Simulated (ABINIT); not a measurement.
# GaAs (F-43m) in ABINIT: notebook, part 2 of 2

ABINIT 10.8.3 (patched build). Earlier steps stand in the parts before.

## Step 3: Equation of state, LDA-VWN

The input, run.abi:

```
# Datasets: one volume each
ndtset 7
getwfk -1
scalecart1 3*0.9795861087
scalecart2 3*0.9864848297
scalecart3 3*0.9932883884
scalecart4 3*1.0000000000
scalecart5 3*1.0066227096
scalecart6 3*1.0131594038
scalecart7 3*1.0196128224

# Pseudopotentials
pp_dirpath "./"
pseudos "As.LDA_PW-JTH_sp.xml, Ga.LDA_PW-JTH.xml"

# Structure
acell 7.55468967 7.55468967 7.55468967
rprim
     0.0000000000     0.7071067812     0.7071067812
     0.7071067812     0.0000000000     0.7071067812
     0.7071067812     0.7071067812     0.0000000000
ntypat 2
znucl 33 31
natom 2
typat 1 2
xred
     0.7500000000     0.7500000000     0.7500000000
     0.0000000000     0.0000000000     0.0000000000

# Plane-wave basis
ecut 17.0
pawecutdg 34.0

# k points
kptopt 1
ngkpt 8 8 8
nshiftk 1
shiftk 0.0 0.0 0.0

# Exchange and correlation
ixc -1007

# Bands and occupations
nband 13
occopt 3
tsmear 0.00183747

# SCF cycle
nstep 100
tolvrs 1.0e-9

# Output
iomode 3
prtwf 1
prtden 0
prteig 0
prtebands 0
enunit 1
```

Potentials or basis: JTH PAW LDA v2.0 sp.

On the command line:

```bash
abinit run.abi > log 2>&1
```

run.abo:

```text
.Version 10.8.3 of ABINIT
 DATASET    1 : space group F-4 3 m (#216); Bravais cF (face-center cubic)
================================================================================
 Values of the parameters that define the memory need for DATASET  1.
     intxc =       0    ionmov =       0      iscf =      17    lmnmax =      18
     lnmax =       6     mgfft =      30  mpssoang =       3    mqgrid =    3001
     natom =       2  nloc_mem =       2    nspden =       1   nspinor =       1
    nsppol =       1      nsym =      24    n1xccc =       1    ntypat =       2
    occopt =       3   xclevel =       1
       mpw =         982          nfft =       27000          nkpt =          29
 PAW method is used; the additional fine FFT grid is defined by:
   mgfftf=        40    nfftf =     64000
================================================================================
================================================================================
[... 71 lines left out ...]
 DATASET    7 : space group F-4 3 m (#216); Bravais cF (face-center cubic)
[... 1393 lines left out ...]
                      -0.0000000000E+00 -0.0000000000E+00 -0.0000000000E+00
            fcart5    -3.9120176954E-31 -3.9120176954E-31  1.1736053086E-30
                       3.9120176954E-31  3.9120176954E-31 -1.1736053086E-30
[... 38 lines left out ...]
                       0.0000000000E+00  0.0000000000E+00  0.0000000000E+00
           xangst1     4.1537144843E+00  4.1537144843E+00  4.1537144843E+00
                       0.0000000000E+00  0.0000000000E+00  0.0000000000E+00
           xangst2     4.1829669585E+00  4.1829669585E+00  4.1829669585E+00
                       0.0000000000E+00  0.0000000000E+00  0.0000000000E+00
           xangst3     4.2118159184E+00  4.2118159184E+00  4.2118159184E+00
                       0.0000000000E+00  0.0000000000E+00  0.0000000000E+00
           xangst4     4.2402749972E+00  4.2402749972E+00  4.2402749972E+00
                       0.0000000000E+00  0.0000000000E+00  0.0000000000E+00
           xangst5     4.2683571071E+00  4.2683571071E+00  4.2683571071E+00
                       0.0000000000E+00  0.0000000000E+00  0.0000000000E+00
           xangst6     4.2960744881E+00  4.2960744881E+00  4.2960744881E+00
                       0.0000000000E+00  0.0000000000E+00  0.0000000000E+00
           xangst7     4.3234387577E+00  4.3234387577E+00  4.3234387577E+00
                       0.0000000000E+00  0.0000000000E+00  0.0000000000E+00
             xred      7.5000000000E-01  7.5000000000E-01  7.5000000000E-01
                       0.0000000000E+00  0.0000000000E+00  0.0000000000E+00
 Calculation completed.
```

Wall time 71 s (1 thread of Arm Neoverse V1, shared host); peak memory 0.13 GiB.

Results:

* Equilibrium volume: 22.01 Å³/atom
* Bulk modulus: 74 GPa
* Pressure derivative of the bulk modulus: 5.0

Energy against volume, from the lowest point:
```
volume (Å³/atom)  energy (meV/atom)
          21.234               6.56
          21.686               0.94
          22.138               0.00
          22.590               3.23
          23.041              10.15
          23.493              20.31
          23.945              33.35
```

Caveat: pressures at fixed basis lie under the slope of the energies; this set keeps more shells in the core, which shifts pressures and gaps.

## Step 4: Equation of state, LDA

Changes to run.abi since step 3:

```diff
@@ -13,6 +13,6 @@
 pp_dirpath "./"
-pseudos "As.LDA_PW-JTH_sp.xml, Ga.LDA_PW-JTH.xml"
+pseudos "As.LDA_PW-JTH.xml, Ga.LDA_PW-JTH.xml"
 
 # Structure
-acell 7.55468967 7.55468967 7.55468967
+acell 3.9977696088 3.9977696088 3.9977696088 Angstrom
 rprim
@@ -40,6 +40,6 @@
 # Exchange and correlation
-ixc -1007
+ixc 7
 
 # Bands and occupations
-nband 13
+nband 18
 occopt 3
@@ -57,2 +57,2 @@
 prtebands 0
-enunit 1
+enunit 2
```

Potentials or basis: JTH PAW LDA v2.0.

On the command line:

```bash
abinit run.abi > log 2>&1
```

Run time: 1.8 min. Hardware: 1 thread of Arm Neoverse V1, shared host; peak memory 0.13 GiB.

Results (log left out):

```
Equilibrium volume                      : 21.98 Å³/atom
Bulk modulus                            : 74 GPa
Pressure derivative of the bulk modulus : 5.2
```

Energy against volume, from the lowest point:
```
volume (Å³/atom)  energy (meV/atom)
          21.234               5.99
          21.686               0.67
          22.138               0.00
          22.590               3.48
          23.041              10.59
          23.493              20.80
          23.945              33.91
```

Caveat: pressures at fixed basis lie under the slope of the energies. Zero-point motion and thermal expansion aren't in these numbers.

## Step 5: Equation of state, LDA-PZ

Changes to run.abi since step 4:

```diff
@@ -1,2 +1 @@
-# Datasets: one volume each
 ndtset 7
@@ -11,7 +10,5 @@
 
-# Pseudopotentials
 pp_dirpath "./"
-pseudos "As.LDA_PW-JTH.xml, Ga.LDA_PW-JTH.xml"
+pseudos "As.LDA_PW-JTH_sp.xml, Ga.LDA_PW-JTH.xml"
 
-# Structure
 acell 3.9977696088 3.9977696088 3.9977696088 Angstrom
@@ -29,3 +26,2 @@
 
-# Plane-wave basis
 ecut 17.0
@@ -33,3 +29,2 @@
 
-# k points
 kptopt 1
@@ -39,11 +34,8 @@
 
-# Exchange and correlation
-ixc 7
+ixc 2
 
-# Bands and occupations
-nband 18
+nband 13
 occopt 3
-tsmear 0.00183747
+tsmear 0.05 eV
 
-# SCF cycle
 nstep 100
@@ -51,3 +43,2 @@
 
-# Output
 iomode 3
@@ -57,2 +48,2 @@
 prtebands 0
-enunit 2
+enunit 1
```

Potentials or basis: JTH PAW LDA v2.0 sp.

On the command line:

```bash
abinit run.abi > log 2>&1
```

It took 70 s on 1 thread of Arm Neoverse V1, shared host; peak memory 0.13 GiB.

It converged, with:

```yaml
Equilibrium_volume: 22.04 Å³/atom
Bulk_modulus: 74 GPa
Pressure_derivative_of_the_bulk_modulus: 5.0
```

Energy against volume, from the lowest point:
```csv
volume (Å³/atom),energy (meV/atom)
21.234,7.17
21.686,1.24
22.138,0.00
22.590,2.98
23.041,9.62
23.493,19.54
23.945,32.34
```

Caveat: pressures at fixed basis lie under the slope of the energies; this set keeps more shells in the core, which shifts pressures and gaps.

## Step 6: Band structure, PW91

The input, run.abi:

```
ndtset 2

pp_dirpath "./"
pseudos "As.GGA_PBE-JTH.xml, Ga.GGA_PBE-JTH.xml"

acell 3.9977696088 3.9977696088 3.9977696088 Angstrom
rprim
     0.0000000000     0.7071067812     0.7071067812
     0.7071067812     0.0000000000     0.7071067812
     0.7071067812     0.7071067812     0.0000000000
ntypat 2
znucl 33 31
natom 2
typat 1 2
xred
     0.7500000000     0.7500000000     0.7500000000
     0.0000000000     0.0000000000     0.0000000000

ecut 17.0
pawecutdg 34.0

ixc -109134

occopt 3
tsmear 0.05 eV

nstep 100

iomode 3
prtwf 0
prteig 0
prtebands 0
prtden1 1

kptopt1 1
ngkpt1 8 8 8
nshiftk1 1
shiftk1 0.0 0.0 0.0
nband1 18
tolvrs1 1.0e-9

iscf2 -2
getden2 1
nband2 22
nbdbuf2 2
tolwfr2 1.0e-12
kptopt2 -9
ndivsm2 8
prteig2 1
kptbounds2
     0.0000000000     0.0000000000     0.0000000000
     0.5000000000     0.0000000000     0.5000000000
     0.5000000000     0.2500000000     0.7500000000
     0.3750000000     0.3750000000     0.7500000000
     0.0000000000     0.0000000000     0.0000000000
     0.5000000000     0.5000000000     0.5000000000
     0.6250000000     0.2500000000     0.6250000000
     0.5000000000     0.2500000000     0.7500000000
     0.5000000000     0.5000000000     0.5000000000
     0.3750000000     0.3750000000     0.7500000000
```

Potentials or basis: JTH PAW PBE v2.0.

On the command line:

```bash
abinit run.abi > log 2>&1
```

Run time: 89 s. Hardware: 1 thread of Arm Neoverse V1, shared host; peak memory 0.14 GiB.

The run converged. Its results:

```
Free energy                                           : -5256.4120 eV
Pressure                                              : 3.0 GPa
Band gap on the k mesh                                : 0.45 eV, direct
Band gap along the path                               : 0.45 eV, direct
Valence electrons inside the program's atomic spheres : As 12.74; Ga 11.08
```

Levels at the corners of the path, in eV from the valence-band top:
| point | band 12 | band 13 | band 14 | band 15 | band 16 | band 17 |
| --- | --- | --- | --- | --- | --- | --- |
| Γ | 0.00 | 0.00 | 0.00 | 0.45 | 3.74 | 3.74 |
| X | -6.82 | -2.67 | -2.67 | 1.47 | 1.66 | 10.15 |
| W | -6.63 | -3.52 | -3.33 | 4.60 | 4.72 | 5.40 |
| K | -6.63 | -3.85 | -2.25 | 1.96 | 4.63 | 7.94 |
| Γ | 0.00 | 0.00 | 0.00 | 0.45 | 3.74 | 3.74 |
| L | -6.63 | -1.14 | -1.14 | 0.97 | 4.65 | 4.65 |
| U | -6.63 | -3.85 | -2.25 | 1.96 | 4.63 | 7.94 |
| W | -6.63 | -3.52 | -3.33 | 4.60 | 4.72 | 5.40 |
| L | -6.63 | -1.14 | -1.14 | 0.97 | 4.65 | 4.65 |
| K | -6.63 | -3.85 | -2.25 | 1.96 | 4.63 | 7.94 |

Caveat: the PAW data sets were made with another functional, which shifts forces and pressure a little.

## Step 7: Summary

| task | level | potentials or basis | gap on the mesh (eV) | pressure (GPa) | V0 of scaled cells (Å³/atom) | B0 (GPa) |
| --- | --- | --- | --- | --- | --- | --- |
| band structure | LDA-VWN | JTH PAW LDA v2.0 | 0.28 | -2.1 | - | - |
| equation of state | LDA-VWN | JTH PAW LDA v2.0 sp | - | - | 22.01 | 74 |
| equation of state | LDA | JTH PAW LDA v2.0 | - | - | 21.98 | 74 |
| equation of state | LDA-PZ | JTH PAW LDA v2.0 sp | - | - | 22.04 | 74 |
| band structure | PW91 | JTH PAW PBE v2.0 | 0.45 | 3.0 | - | - |

Alike in all rows: no spin polarisation; cell as given; k mesh 8 × 8 × 8; cutoff (eV) 463; smearing fermi-dirac 0.05 eV.

Caveats: pressures at fixed basis lie under the slope of the energies (some runs); this set keeps more shells in the core, which shifts pressures and gaps (some runs); the PAW data sets were made with another functional, which shifts forces and pressure a little (some runs).

Total energies depend on the potentials used, so only differences within one code and one set of settings carry meaning.

## Step 8: How close it comes

Step 2. Measured gap of GaAs: 1.418 eV (direct; 300 K; “Evidence of valence band perturbations in GaAsN/GaAs(001): A combined variable-angle spectroscopic ellipsometry and modulated photoreflectance investigation”, 2008, arxiv:0805.2212). This calculation gives 0.28 eV (-1.14 eV). So large a miss can be the level of theory's own, or it may mean another phase, state or a wrong row. 3 values of this kind are on record (1.412 to 1.51 eV); this one was drawn at random among those near their median, those with a stated uncertainty first. Spin-orbit coupling on As, Ga is left out. The value is that of LDA-VWN, without temperature or zero-point motion. Semilocal functionals fall short of measured gaps as a rule.

Step 6. Against the measured gap of GaAs, 1.412 eV (direct; 300 K; “Evidence of valence band perturbations in GaAsN/GaAs(001): A combined variable-angle spectroscopic ellipsometry and modulated photoreflectance investigation”, 2008, arxiv:0805.2212), the calculated 0.45 eV is off by -0.96 eV. 3 values of this kind are on record (1.412 to 1.51 eV); this one was drawn at random among those near their median, those with a stated uncertainty first. Spin-orbit coupling on As, Ga is left out. The value is that of PW91, without temperature or zero-point motion. Semilocal functionals fall short of measured gaps as a rule.
